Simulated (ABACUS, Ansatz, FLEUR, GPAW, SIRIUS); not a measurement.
**Te2Mo: 5 runs at one level of theory**

```
Te Mo
1.0
     3.51820    0.00000    0.00000
    -1.75910    3.04685    0.00000
     0.00000    0.00000   13.97360
Te Mo
4 2
Direct
  0.68221 0.35004 0.37941
  0.33262 0.66864 0.88013
  0.67577 0.34141 0.12384
  0.34483 0.67496 0.62304
  0.65283 0.31865 0.74889
  0.31947 0.65670 0.25247
```

Atoms were shifted at random by some hundredths of an Å from the given cell, which wasn't relaxed again for these runs.

Alike in all runs: task single point; functional PBEsol; k mesh 9 × 9 × 2; occupations fermi-dirac, width 0.05 eV; no spin polarisation; no spin-orbit coupling. Pressure is positive in compression and, in plane waves, holds the error of the finite cutoff.

```tsv
program and potentials	plane-wave cutoff (eV)	notes	pressure (GPa)	largest force (eV/Å)	energy over the undisturbed cell (meV/atom)
FLEUR, all-electron, FLAPW	-	-	-	1.308	18.49
GPAW, PAW data sets generated for this functional	600	8.67 valence electrons an atom on average	-0.81	1.289	-
ABACUS, PseudoDojo NC SR 0.4.1 PBEsol standard, plane waves	1129	15.33 valence electrons an atom on average	0.33	1.321	19.06
Ansatz, all-electron LAPW, scalar-relativistic	-	-	-0.13	1.307	-
SIRIUS, PseudoDojo 0.4.1 PBEsol standard (scalar relativistic)	1102	15.33 valence electrons an atom on average	?	?	-
```

Estimate from the other rows what the run with SIRIUS, PseudoDojo 0.4.1 PBEsol standard (scalar relativistic) gave.

Pressure 0.32 GPa; largest force 1.320 eV/Å. The other rows, which needn't bracket it: pressure -0.81 to 0.33; largest force 1.289 to 1.321; energy over the undisturbed cell 18.49 to 19.06.
